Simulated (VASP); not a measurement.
# CdS (Hawleyite) (F-43m) in VASP: a series of runs

One crystal, CdS (Hawleyite), is run at these levels: LDA; tasks: dielectric tensor.

Everything below comes from runs of VASP 6.6.1. Logs are shortened: lines on timing, memory, paths and dates and some standing lists are left out, and cuts for length are marked.

## 1. The crystal as given

Symmetry: F-43m, No. 216, cubic system. The conventional cell has a = 5.833 Å, b = 5.833 Å, c = 5.833 Å, α = 90.00°, β = 90.00°, γ = 90.00°. Around Cd (site symmetry -43m) lie 4 S at 2.53 Å. S (site symmetry -43m) is surrounded by 4 Cd at 2.53 Å.

## 2. Dielectric tensor, LDA

File INCAR:

```
ALGO = Normal ; EDIFF = 1E-8
ENCUT = 280 ; GGA = CA
ISIF = 2 ; ISMEAR = 0
LASPH = True ; LCHARG = False
LEPSILON = True ; LREAL = False
LWAVE = False ; NELM = 100
PREC = Accurate ; SIGMA = 0.01
```

File KPOINTS:

```
k-points
0
Gamma
  5 5 5
```

File POSCAR:

```
CdS
1.0
    0.0000000000      2.9165000000      2.9165000000
    2.9165000000      0.0000000000      2.9165000000
    2.9165000000      2.9165000000      0.0000000000
Cd S
1 1
Direct
    0.0000000000      0.0000000000      0.0000000000
    0.7500000000      0.7500000000      0.7500000000
```

Potentials or basis: VASP PAW LDA potentials, release 64 (Cd, S).

Command:

```sh
$ cat potpaw_LDA.64/Cd/POTCAR potpaw_LDA.64/S/POTCAR > POTCAR
$ mpirun -np 1 vasp_std > vasp.out
```

OUTCAR:

```text
EDIFF = 1E-8
   ENCUT = 280
   GGA = CA
   ISIF = 2
   ISMEAR = 0
   LASPH = True
   LEPSILON = True
   LREAL = False
   NELM = 100
   PREC = Accurate

 Found     10 irreducible k-points:

 Following reciprocal coordinates:
            Coordinates               Weight
  0.000000  0.000000  0.000000      1.000000
  0.200000  0.000000  0.000000      8.000000
  0.400000  0.000000  0.000000      8.000000
  0.200000  0.200000  0.000000      6.000000
  0.400000  0.200000  0.000000     24.000000
 -0.400000  0.200000  0.000000     24.000000
   k-points           NKPTS =     10   k-points in BZ     NKDIM =     10   number of bands    NBANDS=     13
   number of dos      NEDOS =    301   number of ions     NIONS =      2
   total plane-waves  NPLWV =  13824
   dimension x,y,z NGX =    24 NGY =   24 NGZ =   24
   dimension x,y,z NGXF=    48 NGYF=   48 NGZF=   48
   ions per type =               1   1
   NGX,Y,Z   is equivalent  to a cutoff of   9.67,  9.67,  9.67 a.u.
   NGXF,Y,Z  is equivalent  to a cutoff of  19.35, 19.35, 19.35 a.u.
 SYSTEM =  unknown system
   PREC   = accura    normal or accurate (medium, high low for compatibility)
   ISTART =      0    job   : 0-new  1-cont  2-samecut
   ICHARG =      2    charge: 1-file 2-atom 10-const
   ISPIN  =      1    spin polarized calculation?
   LNONCOLLINEAR =      F non collinear calculations
   LSORBIT =      F    spin-orbit coupling
   LASPH  =      T    aspherical Exc in radial PAW
   ENCUT  =  280.0 eV  20.58 Ry    4.54 a.u.   5.63  5.63  5.63*2*pi/ulx,y,z
   NELM   =    100;   NELMIN=  2; NELMDL= -5     # of ELM steps
   EDIFF  = 0.1E-07   stopping-criterion for ELM
   LREAL  =      F    real-space projection
   EDIFFG = 0.1E-06   stopping-criterion for IOM
   NSW    =      0    number of steps for IOM
   IBRION =     -1    ionic relax: 0-MD 1-quasi-New 2-CG
[... 8 lines left out ...]
   EMIN   =  10.00;   EMAX   =-10.00  energy-range for DOS
   EFERMI =   0.00;   METHOD = LEGACY
   ISMEAR =     0;   SIGMA  =   0.01  broadening in eV -4-tet -1-fermi 0-gaus
   EFERMI_NEDOS =   21; number of points for ismear=-14 and -15
   IALGO  =     38    algorithm
   IMIX   =      4    mixing-type and parameters
     AMIX     =   0.40;   BMIX     =  1.00
     AMIX_MAG =   1.60;   BMIX_MAG =  1.00
  volume/ion in A,a.u.               =      24.81       167.41
  Fermi-wavevector in a.u.,A,eV,Ry     =   1.167599  2.206442 18.548649  1.363287
  Thomas-Fermi vector in A             =   2.304097
   LORBIT       =      0    0 simple, 1 ext, 2 COOP (PROOUT), +10 PAW based schemes
   GGA     = CA    functional components
   LHFCALC =     F    Hartree Fock is set to
   AEXX    =    0.0000 exact exchange contribution
   IVDW    =     0    specifies the selected vdW correction
   LEPSILON=     T    determine dielectric tensor
   LRPA    =     F    only Hartree local field effects (RPA)
 non-spin polarized calculation
 Gauss-broadening in eV      SIGMA  =   0.01
  energy-cutoff  :      280.00
  volume of cell :       49.62
 maximum number of plane-waves:       533
   NGX = 11   NGY = 11   NGZ = 11

--------------------------------------- Ionic step        1  -------------------------------------------

 number of electron      18.0000024 magnetization

 E-fermi :   1.2392     XC(G=0):  -9.5852

 val. band max:        1.1397555232   @ k =   0.0000   0.0000   0.0000
 cond. band min:       2.0195500595   @ k =   0.0000   0.0000   0.0000
 fundamental gap:      0.8797945363
 Fermi energy:         1.2392354234

 k-point     1 :       0.0000    0.0000    0.0000
  band No.  band energies     occupation
      1     -11.2222      2.00000
      2      -6.6354      2.00000
      3      -6.6354      2.00000
      4      -6.6354      2.00000
      5      -6.1496      2.00000
      6      -6.1496      2.00000
      7       1.1398      2.00000
      8       1.1398      2.00000
      9       1.1398      2.00000
     10       2.0196      0.00000
     11       7.4985      0.00000
     12       7.4985      0.00000
     13       7.4985      0.00000

 k-point     2 :       0.2000    0.0000    0.0000
  band No.  band energies     occupation
      1     -11.0689      2.00000
      2      -6.5835      2.00000
      3      -6.5835      2.00000
      4      -6.4896      2.00000
      5      -6.1491      2.00000
      6      -6.1491      2.00000
      7      -0.8483      2.00000
      8       0.8520      2.00000
      9       0.8520      2.00000
     10       3.4558      0.00000
     11       7.1275      0.00000
     12       7.9116      0.00000
     13       7.9116      0.00000

 k-point     3 :       0.4000    0.0000    0.0000
  band No.  band energies     occupation
      1     -10.8199      2.00000
      2      -6.5208      2.00000
      3      -6.5208      2.00000
      4      -6.1205      2.00000
      5      -6.1205      2.00000
      6      -5.9530      2.00000
      7      -2.9697      2.00000
      8       0.4359      2.00000
      9       0.4359      2.00000
     10       3.9156      0.00000
     11       8.0214      0.00000
     12       8.0214      0.00000
     13       8.0612      0.00000

 k-point     4 :       0.2000    0.2000    0.0000
  band No.  band energies     occupation
      1     -11.0187      2.00000
      2      -6.5267      2.00000
      3      -6.5267      2.00000
      4      -6.5256      2.00000
      5      -6.1797      2.00000
      6      -6.1189      2.00000
      7      -0.7529      2.00000
      8       0.3869      2.00000
      9       0.3869      2.00000
     10       4.0907      0.00000
     11       6.1316      0.00000
     12       8.5884      0.00000
     13       8.5884      0.00000

 k-point     5 :       0.4000    0.2000    0.0000
  band No.  band energies     occupation
      1     -10.8040      2.00000
      2      -6.4895      2.00000
      3      -6.4433      2.00000
      4      -6.2777      2.00000
      5      -6.0968      2.00000
      6      -5.9984      2.00000
      7      -2.3207      2.00000
      8      -0.2916      2.00000
      9      -0.0537      2.00000
     10       4.9076      0.00000
     11       6.3330      0.00000
     12       8.1757      0.00000
     13       9.0815      0.00000

 k-point     6 :      -0.4000    0.2000    0.0000
  band No.  band energies     occupation
      1     -10.7234      2.00000
      2      -6.4814      2.00000
      3      -6.4418      2.00000
      4      -6.1675      2.00000
      5      -6.1270      2.00000
      6      -5.6786      2.00000
      7      -3.0855      2.00000
      8      -0.8359      2.00000
      9       0.0869      2.00000
     10       5.1014      0.00000
     11       6.8969      0.00000
     12       8.5508      0.00000
     13       8.7486      0.00000

 [... further k-points ...]

  FORCE on cell =-STRESS in cart. coord.  units (eV):
  Direction    XX          YY          ZZ          XY          YZ          ZX
  --------------------------------------------------------------------------------------
  -------------------------------------------------------------------------------------
  Total       -0.8758127     -0.8758127     -0.8758127      0.0000000      0.0000000      0.0000000
  in kB      -28.2817253    -28.2817253    -28.2817253      0.0000000      0.0000000      0.0000000
  external PRESSURE =     -28.2817253 kB  Pullay stress =       0.0000000 kB

 VOLUME and BASIS-vectors are now :
 -----------------------------------------------------------------------------
  energy-cutoff  :      280.00
  volume of cell :       49.62
      direct lattice vectors                 reciprocal lattice vectors
     0.000000000  2.916500000  2.916500000    -0.171438368  0.171438368  0.171438368
     2.916500000  0.000000000  2.916500000     0.171438368 -0.171438368  0.171438368
     2.916500000  2.916500000  0.000000000     0.171438368  0.171438368 -0.171438368

 POSITION                                       TOTAL-FORCE (eV/Angst)
 -----------------------------------------------------------------------------------
      0.00000      0.00000      0.00000         0.000000     -0.000000      0.000000
      4.37475      4.37475      4.37475        -0.000000      0.000000     -0.000000
 -----------------------------------------------------------------------------------
    total drift:                               -0.000001     -0.000001     -0.000002

  FREE ENERGIE OF THE ION-ELECTRON SYSTEM (eV)
  ---------------------------------------------------
  free  energy   TOTEN  =        -7.3751951635 eV

  energy  without entropy=       -7.3751951635  energy(sigma->0) =       -7.37519516

 HEAD OF MICROSCOPIC STATIC DIELECTRIC TENSOR (INDEPENDENT PARTICLE, excluding Hartree and local field effects)
 ------------------------------------------------------
          12.125298    -0.000000     0.000000
           0.000000    12.125298    -0.000000
          -0.000000     0.000000    12.125298
 ------------------------------------------------------

 Free energy of the ion-electron system (eV)
  ---------------------------------------------------
  ---------------------------------------------------
  free energy    TOTEN  =        -1.52456310 eV

  energy without entropy =       -1.52456310

------------------------ aborting loop because EDIFF is reached ----------------------------------------

--------------------------------------- Ionic step        2  -------------------------------------------

------------------------ aborting loop because EDIFF is reached ----------------------------------------

--------------------------------------- Ionic step        3  -------------------------------------------

 Free energy of the ion-electron system (eV)
  ---------------------------------------------------
  ---------------------------------------------------
  free energy    TOTEN  =        -1.52456255 eV

  energy without entropy =       -1.52456255

------------------------ aborting loop because EDIFF is reached ----------------------------------------

 PIEZOELECTRIC TENSOR FIELD DIRECTION 3  (e Angst)
 -----------------------------------------------------------------------------
    -0.00130  2.35508  0.00000           (  0.00000 -0.05251  0.00000)
     2.35508 -0.00130  0.00000           ( -0.05251  0.00000  0.00000)
     0.00000  0.00000  0.00146           (  0.00000  0.00000 -0.00000)

 PIEZOELECTRIC TENSOR FIELD DIRECTION 3  (C/m^2)
 -----------------------------------------------------------------------------
    -0.00042  0.76050  0.00000
     0.76050 -0.00042  0.00000
     0.00000  0.00000  0.00047

 MACROSCOPIC STATIC DIELECTRIC TENSOR (including local field effects in DFT)
 ------------------------------------------------------
          11.740805     0.000000     0.000000
          -0.000000    11.740805     0.000000
          -0.000000    -0.000000    11.740805
 ------------------------------------------------------

 PIEZOELECTRIC TENSOR (including local field effects)  for field in x, y, z        (e  Angst)
          XX          YY          ZZ          XY          YZ          ZX
  --------------------------------------------------------------------------------
  x     0.00000     0.00000     0.00000     0.00000     2.39525    -0.00000
  y    -0.00000     0.00000    -0.00000     0.00000    -0.00000     2.39525
  z     0.00000     0.00000     0.00000     2.39525     0.00000     0.00000

 PIEZOELECTRIC TENSOR (including local field effects)  for field in x, y, z        (C/m^2)
          XX          YY          ZZ          XY          YZ          ZX
  --------------------------------------------------------------------------------
  x     0.00000     0.00000     0.00000     0.00000     0.77347    -0.00000
  y    -0.00000     0.00000    -0.00000     0.00000    -0.00000     0.77347
  z     0.00000     0.00000     0.00000     0.77347     0.00000     0.00000

 BORN EFFECTIVE CHARGES (including local field effects) (in |e|, cummulative output)
 ---------------------------------------------------------------------------------
 ion    1
    1     2.48339     0.00000     0.00000
    2     0.00000     2.48339     0.00000
    3    -0.00000     0.00000     2.48339
 ion    2
    1    -2.48339    -0.00000    -0.00000
    2     0.00000    -2.48339     0.00000
    3     0.00000     0.00000    -2.48339
```

It took 16 s on 1 thread of Intel Xeon 6975P-C (Granite Rapids), shared host; peak memory 0.14 GiB.

These settings aren't checked as converged: the numbers below hold their error.

Results:

```yaml
Band_gap_on_the_k_mesh: 0.88 eV, direct
Electronic_dielectric_tensor_diagonal: 11.74
Born_charges_mean_of_the_diagonal: Cd +2.48; S -2.48 e
```

Caveat: the cutoff is under 1.25 times the usual one of these potentials, so pressure, stress and relaxed cells hold a basis-set (Pulay) error.

## 3. Dielectric tensor, LDA

INCAR: that of step 2 with these lines changed.

```diff
@@ -1,3 +1,3 @@
 ALGO = Normal ; EDIFF = 1E-8
-ENCUT = 280 ; GGA = CA
+ENCUT = 340 ; GGA = CA
 ISIF = 2 ; ISMEAR = 0
```

KPOINTS is that of step 2.

POSCAR is that of step 2.

Potentials or basis: VASP PAW LDA potentials, release 64 (Cd, S).

Command:

```sh
$ cat potpaw_LDA.64/Cd/POTCAR potpaw_LDA.64/S/POTCAR > POTCAR
$ mpirun -np 1 vasp_std > vasp.out
```

OUTCAR:

```text
EDIFF = 1E-8
   ENCUT = 340
   GGA = CA
   ISIF = 2
   ISMEAR = 0
   LASPH = True
   LEPSILON = True
   LREAL = False
   NELM = 100
   PREC = Accurate

 Found     10 irreducible k-points:

 Following reciprocal coordinates:
            Coordinates               Weight
  0.000000  0.000000  0.000000      1.000000
  0.200000  0.000000  0.000000      8.000000
  0.400000  0.000000  0.000000      8.000000
  0.200000  0.200000  0.000000      6.000000
  0.400000  0.200000  0.000000     24.000000
 -0.400000  0.200000  0.000000     24.000000
   k-points           NKPTS =     10   k-points in BZ     NKDIM =     10   number of bands    NBANDS=     13
   number of dos      NEDOS =    301   number of ions     NIONS =      2
   total plane-waves  NPLWV =  21952
   dimension x,y,z NGX =    28 NGY =   28 NGZ =   28
   dimension x,y,z NGXF=    56 NGYF=   56 NGZF=   56
   ions per type =               1   1
   NGX,Y,Z   is equivalent  to a cutoff of  11.29, 11.29, 11.29 a.u.
   NGXF,Y,Z  is equivalent  to a cutoff of  22.57, 22.57, 22.57 a.u.
 SYSTEM =  unknown system
   PREC   = accura    normal or accurate (medium, high low for compatibility)
   ISTART =      0    job   : 0-new  1-cont  2-samecut
   ICHARG =      2    charge: 1-file 2-atom 10-const
   ISPIN  =      1    spin polarized calculation?
   LNONCOLLINEAR =      F non collinear calculations
   LSORBIT =      F    spin-orbit coupling
   LASPH  =      T    aspherical Exc in radial PAW
   ENCUT  =  340.0 eV  24.99 Ry    5.00 a.u.   6.20  6.20  6.20*2*pi/ulx,y,z
   NELM   =    100;   NELMIN=  2; NELMDL= -5     # of ELM steps
   EDIFF  = 0.1E-07   stopping-criterion for ELM
   LREAL  =      F    real-space projection
   EDIFFG = 0.1E-06   stopping-criterion for IOM
   NSW    =      0    number of steps for IOM
   IBRION =     -1    ionic relax: 0-MD 1-quasi-New 2-CG
[... 8 lines left out ...]
   EMIN   =  10.00;   EMAX   =-10.00  energy-range for DOS
   EFERMI =   0.00;   METHOD = LEGACY
   ISMEAR =     0;   SIGMA  =   0.01  broadening in eV -4-tet -1-fermi 0-gaus
   EFERMI_NEDOS =   21; number of points for ismear=-14 and -15
   IALGO  =     38    algorithm
   IMIX   =      4    mixing-type and parameters
     AMIX     =   0.40;   BMIX     =  1.00
[... 162 lines left out ...]
           0.000000     0.000000    12.092750
 ------------------------------------------------------

 Free energy of the ion-electron system (eV)
  ---------------------------------------------------
  ---------------------------------------------------
  free energy    TOTEN  =        -1.52067452 eV

  energy without entropy =       -1.52067452

------------------------ aborting loop because EDIFF is reached ----------------------------------------

--------------------------------------- Ionic step        2  -------------------------------------------

------------------------ aborting loop because EDIFF is reached ----------------------------------------

--------------------------------------- Ionic step        3  -------------------------------------------

 Free energy of the ion-electron system (eV)
  ---------------------------------------------------
  ---------------------------------------------------
  free energy    TOTEN  =        -1.52067404 eV

  energy without entropy =       -1.52067404

------------------------ aborting loop because EDIFF is reached ----------------------------------------

 PIEZOELECTRIC TENSOR FIELD DIRECTION 3  (e Angst)
 -----------------------------------------------------------------------------
    -0.00130  2.35396  0.00000           (  0.00000 -0.05267  0.00000)
     2.35396 -0.00130  0.00000           ( -0.05267  0.00000  0.00000)
     0.00000  0.00000  0.00146           (  0.00000  0.00000 -0.00000)

 PIEZOELECTRIC TENSOR FIELD DIRECTION 3  (C/m^2)
 -----------------------------------------------------------------------------
    -0.00042  0.76014  0.00000
     0.76014 -0.00042  0.00000
     0.00000  0.00000  0.00047

 MACROSCOPIC STATIC DIELECTRIC TENSOR (including local field effects in DFT)
 ------------------------------------------------------
          11.706820    -0.000000     0.000000
           0.000000    11.706820     0.000000
           0.000000     0.000000    11.706820
 ------------------------------------------------------

 PIEZOELECTRIC TENSOR (including local field effects)  for field in x, y, z        (e  Angst)
          XX          YY          ZZ          XY          YZ          ZX
  --------------------------------------------------------------------------------
  x     0.00000    -0.00000    -0.00000     0.00000     2.39435     0.00000
  y     0.00000    -0.00000    -0.00000    -0.00000    -0.00000     2.39435
  z     0.00000     0.00000     0.00000     2.39435    -0.00000     0.00000

 PIEZOELECTRIC TENSOR (including local field effects)  for field in x, y, z        (C/m^2)
          XX          YY          ZZ          XY          YZ          ZX
  --------------------------------------------------------------------------------
  x     0.00000    -0.00000    -0.00000     0.00000     0.77318     0.00000
  y     0.00000    -0.00000    -0.00000    -0.00000    -0.00000     0.77318
  z     0.00000     0.00000     0.00000     0.77318    -0.00000     0.00000

 BORN EFFECTIVE CHARGES (including local field effects) (in |e|, cummulative output)
 ---------------------------------------------------------------------------------
 ion    1
    1     2.48360     0.00000     0.00000
    2     0.00000     2.48360     0.00000
    3     0.00000    -0.00000     2.48360
 ion    2
    1    -2.48360     0.00000     0.00000
    2    -0.00000    -2.48360    -0.00000
    3    -0.00000     0.00000    -2.48360
```

Wall time 47 s (1 thread of Intel Xeon 6975P-C (Granite Rapids), shared host); peak memory 0.16 GiB.

The run converged, but some of its settings lie outside the range that counts as converged, so its numbers aren't taken as properties of the crystal.

Results:

```yaml
Band_gap_on_the_k_mesh: 0.88 eV, direct
Electronic_dielectric_tensor_diagonal: 11.71
Born_charges_mean_of_the_diagonal: Cd +2.48; S -2.48 e
```

Caveat: the cutoff is under 1.25 times the usual one of these potentials, so pressure, stress and relaxed cells hold a basis-set (Pulay) error.

(Part 1 of 2 ends here.)
